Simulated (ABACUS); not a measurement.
# MgO (Fm-3m) in ABACUS: notebook

The runs below take MgO through band structure, equation of state, with r2SCAN, LDA-PW92.

Everything below comes from runs of ABACUS 3.10.1. Logs are shortened: lines on timing, memory, paths and dates and some standing lists are left out, and cuts for length are marked.

**The experiment to reproduce.**

From “Electronic structure of alkaline earth and post-transition metal oxides”, 2009, arxiv:0908.1581, for a bulk crystal of MgO: band gap 7.83 eV.

The results are compared with them further down.

## 1. The structure

The structure is cubic, space group Fm-3m (No. 225). Conventional cell: a = 4.194 Å, b = 4.194 Å, c = 4.194 Å, α = 90.00°, β = 90.00°, γ = 90.00°. Around Mg (site symmetry m-3m) lie 6 O at 2.10 Å. Around O (site symmetry m-3m) lie 6 Mg at 2.10 Å.

The cell is a database's computed one.

## 2. Band structure, r2SCAN

File INPUT:

```
INPUT_PARAMETERS
suffix              MgO
calculation         nscf
basis_type          lcao
pseudo_dir          ./
orbital_dir         ./
symmetry            -1
dft_functional      MGGA_X_R2SCAN+MGGA_C_R2SCAN
ecutwfc             100.0
pseudo_rcut         10
nspin               1
nbands              18
ks_solver           genelpa
smearing_method     fd
smearing_sigma      0.00367493
scf_thr             1e-07
scf_nmax            100
mixing_type         broyden
mixing_beta         0.7
mixing_tau          1
init_chg            file
out_band            1
```

File STRU:

```
ATOMIC_SPECIES
Mg 24.3050 Mg_ONCV_PBE-1.2.upf
O 15.9990 O_ONCV_PBE-1.2.upf

NUMERICAL_ORBITAL
Mg_confined-atom_8au_3s2p1d.orb
O_confined-atom_6au_2s2p1d.orb

LATTICE_CONSTANT
1.8897261246

LATTICE_VECTORS
0.0000000000 2.0970013950 2.0970013950
2.0970013950 0.0000000000 2.0970013950
2.0970013950 2.0970013950 0.0000000000

ATOMIC_POSITIONS
Direct

Mg
0.0
1
0.0000000000 0.0000000000 0.0000000000 1 1 1

O
0.0
1
0.5000000000 0.5000000000 0.5000000000 1 1 1
```

File KPT:

```
K_POINTS
12
Line
0.00000000 0.00000000 0.00000000 10 // G
0.50000000 0.00000000 0.50000000 10 // X
0.50000000 0.25000000 0.75000000 10 // W
0.37500000 0.37500000 0.75000000 10 // K
0.00000000 0.00000000 0.00000000 10 // G
0.50000000 0.50000000 0.50000000 10 // L
0.62500000 0.25000000 0.62500000 10 // U
0.50000000 0.25000000 0.75000000 10 // W
0.50000000 0.50000000 0.50000000 10 // L
0.37500000 0.37500000 0.75000000 1 // K
0.62500000 0.25000000 0.62500000 10 // U
0.50000000 0.00000000 0.50000000 1 // X
```

Potentials or basis: SG15 ONCV 1.2 PBE, DZP LCAO (the cutoffs set its grid).

Started as:

```
$ OMP_NUM_THREADS=1 mpirun -np 4 abacus > log
```

running log:

```text
ABACUS v3.10.1

               Atomic-orbital Based Ab-initio Computation at UStc

 ------------------------------------------------------------------------------------

 READING GENERAL INFORMATION
                           global_out_dir = OUT.MgO/
                           global_in_card = INPUT
                               pseudo_dir = ./
                              orbital_dir = ./
                                    DSIZE = 4
                                    GSIZE = 1

 READING UNITCELL INFORMATION
                                    ntype = 2
                  lattice constant (Bohr) = 1.88973
              lattice constant (Angstrom) = 1

 READING ATOM TYPE 1
                               atom label = Mg
                      L=0, number of zeta = 3
                      L=1, number of zeta = 2
                      L=2, number of zeta = 1
             number of atom for this type = 1

 READING ATOM TYPE 2
                               atom label = O
                      L=0, number of zeta = 2
                      L=1, number of zeta = 2
                      L=2, number of zeta = 1
             number of atom for this type = 1

                        TOTAL ATOM NUMBER = 2
DIRECT COORDINATES
    atom                   x                   y                   z     mag                  vx                  vy                  vz
taud_Mg1            0.0000000000        0.0000000000        0.0000000000  0.0000        0.0000000000        0.0000000000        0.0000000000
taud_O1            0.5000000000        0.5000000000        0.5000000000  0.0000        0.0000000000        0.0000000000        0.0000000000

                          Volume (Bohr^3) = 124.458
                             Volume (A^3) = 18.4427

 Lattice vectors: (Cartesian coordinate: in unit of a_0)
                   +0              +2.097              +2.097
               +2.097                  +0              +2.097
               +2.097              +2.097                  +0
 Reciprocal vectors: (Cartesian coordinate: in unit of 2 pi/a_0)
            -0.238436           +0.238436           +0.238436
            +0.238436           -0.238436           +0.238436
            +0.238436           +0.238436           -0.238436
 The esolver type has been set to : ksdft_lcao

                PAO radial cut off (Bohr) = 10

 Read in pseudopotential file is Mg_ONCV_PBE-1.2.upf
                     pseudopotential type = NC
          exchange-correlation functional = PBE
                 nonlocal core correction = 0
                        valence electrons = 10
                                     lmax = 1
                           number of zeta = 0
                     number of projectors = 4
                           L of projector = 0
                           L of projector = 0
                           L of projector = 1
                           L of projector = 1
 XC functional updated to : MGGA_X_R2SCAN+MGGA_C_R2SCAN
          exchange-correlation functional = MGGA_X_R2SCAN+MGGA_C_R2SCAN
                PAO radial cut off (Bohr) = 10

 Read in pseudopotential file is O_ONCV_PBE-1.2.upf
                     pseudopotential type = NC
          exchange-correlation functional = PBE
                 nonlocal core correction = 0
[... 71 lines left out ...]
       5  0.20000000  0.00000000  0.20000000  1.0000
       6  0.25000000  0.00000000  0.25000000  1.0000
[... 22 lines left out ...]
      29  0.40000000  0.35000000  0.75000000  1.0000
      30  0.38750000  0.36250000  0.75000000  1.0000
[... 72 further k points ...]

           k-point number in this process = 102
       minimum distributed K point number = 102

[... K-POINTS CARTESIAN COORDINATES: 102 rows ...]

[... K-POINTS DIRECT COORDINATES: 102 rows ...]

 SETUP PLANE WAVES FOR WAVE FUNCTIONS
     energy cutoff for wavefunc (unit:Ry) = 100
              fft grid for wave functions = [ 36, 36, 36 ]
                    number of plane waves = 2733
                         number of sticks = 253

 PARALLEL PW FOR WAVE FUNCTIONS
     PROC   COLUMNS(POT)             PW
        1             64            686
        2             63            682
        3             63            683
        4             63            682
 --------------- sum -------------------
        4            253           2733

 SET NONLOCAL PSEUDOPOTENTIAL PROJECTORS
 SET NONLOCAL PSEUDOPOTENTIAL PROJECTORS
 max number of nonlocal projetors among all species is 4

 -------------------------------------------
 NONSELF-CONSISTENT
 -------------------------------------------

 SETUP SEARCHING RADIUS FOR PROGRAM TO SEARCH ADJACENT ATOMS
                  longest orb rcut (Bohr) = 8
   longest nonlocal projector rcut (Bohr) = 2.54
                     search radius (Bohr) = 21.1
              searching radius is (Bohr)) = 21.1
         searching radius unit is (Bohr)) = 1.89
                         PeriodicBoundary = 1
                        Radius(unit:lat0) = 11.2
                                   glayer = [ 6, 6, 6 ]
                             glayer_minus = [ 5, 5, 5 ]

Find the coordinate range of the input atom(unit:lat0).
                                  min_tau = [ -21, -21, -21 ]
                                  max_tau = [ 23.1, 23.1, 23.1 ]
                                BoxNumber = [ 11, 11, 11 ]

 SETUP EXTENDED REAL SPACE GRID FOR GRID INTEGRATION
                          real space grid = [ 36, 36, 36 ]
                 big cell numbers in grid = [ 12, 12, 12 ]
             meshcell numbers in big cell = [ 3, 3, 3 ]
                        extended fft grid = [ 21, 21, 21 ]
                dimension of extened grid = [ 55, 55, 55 ]
                            UnitCellTotal = 125
              Atom number in sub-FFT-grid = 2
    Local orbitals number in sub-FFT-grid = 27
                                ParaV.nnr = 29008
                                 init_chg = file
 try to read charge from file
 Read in the charge density: OUT.MgO//MgO-CHARGE-DENSITY.restart
 try to read kinetic energy density from file
 Read in the kinetic energy density: OUT.MgO//MgO-TAU-DENSITY.restart

 LCAO ALGORITHM --------------- ION=   1  ELEC=   1--------------------------------
[... levels at 102 k points of this process ...]

 Density error is 0.00000000000
----------------------------------------------------------
     Energy           Rydberg                 eV
----------------------------------------------------------
 E_KohnSham     -140.9741705167      -1918.0519898514
 E_KS(sigma->0) -140.9741705167      -1918.0519898514
 E_Harris       -140.9741705167      -1918.0519898514
 E_band         -22.0513961094       -300.0246359425
 E_one_elec     -55.8995896468       -760.5529350579
 E_Hartree      31.5026037852        428.6149133153
 E_xc           -21.4024190685       -291.1948503161
 E_Ewald        -95.1747655866       -1294.9191177927
 E_entropy(-TS) -0.0000000000        -0.0000000000
 E_descf        0.0000000000         0.0000000000
 E_exx          0.0000000000         0.0000000000
 E_Fermi        0.9715492902         13.2186062341
----------------------------------------------------------

 charge density convergence is achieved
 final etot is -1918.0519899 eV
 EFERMI = 13.218606234 eV

 STATE ENERGY(eV) AND OCCUPATIONS    NSPIN == 1
 1/102 kpoint (Cartesian) = 0.0000 0.0000 0.0000 (522 pws)
       1       -66.6774      0.0196078
       2       -31.5305      0.0196078
       3       -31.5305      0.0196078
       4       -31.5305      0.0196078
       5       -9.77651      0.0196078
       6        8.69813      0.0196078
[... 98 lines left out ...]
       5       -9.02413      0.0196078
       6        5.99115      0.0196078
[... 10 lines left out ...]
      17        45.0426        0.00000
      18        53.9882        0.00000

[... levels at 96 further k points ...]

 --------------------------------------------
 !FINAL_ETOT_IS -1918.051989851382 eV
 --------------------------------------------

 Output bands in file: OUT.MgO/BANDS_1.dat
```

Run time: 1.1 s. Hardware: 4 MPI ranks of AMD EPYC 9R14 (Zen 4), shared host; peak memory 0.36 GiB.

What came out:

```
Band gap along the path : 5.64 eV, direct
```

Levels at the corners of the path, in eV from the Fermi level:
```csv
point,band 6,band 7,band 8,band 9,band 10,band 11
Γ,-4.52,-4.52,-4.52,1.12,14.83,14.83
X,-8.66,-5.92,-5.92,6.71,7.66,10.16
W,-7.53,-7.53,-6.36,9.04,9.08,9.08
K,-8.07,-7.30,-5.72,7.23,8.78,9.69
Γ,-4.52,-4.52,-4.52,1.12,14.83,14.83
L,-9.26,-5.24,-5.24,4.57,9.57,13.42
U,-8.07,-7.30,-5.72,7.23,8.78,9.69
W,-7.53,-7.53,-6.36,9.04,9.08,9.08
L,-9.26,-5.24,-5.24,4.57,9.57,13.42
K,-8.07,-7.30,-5.72,7.23,8.78,9.69
U,-8.07,-7.30,-5.72,7.23,8.78,9.69
X,-8.66,-5.92,-5.92,6.71,7.66,10.16
```

Caveat: the atomic orbitals were generated for these runs and aren't a published set; the density is read from an earlier self-consistent run, whose mesh may be coarse; the basis of atomic orbitals isn't converged, which shifts pressures, moduli and gaps.

(Continued in part 2 of 2.)
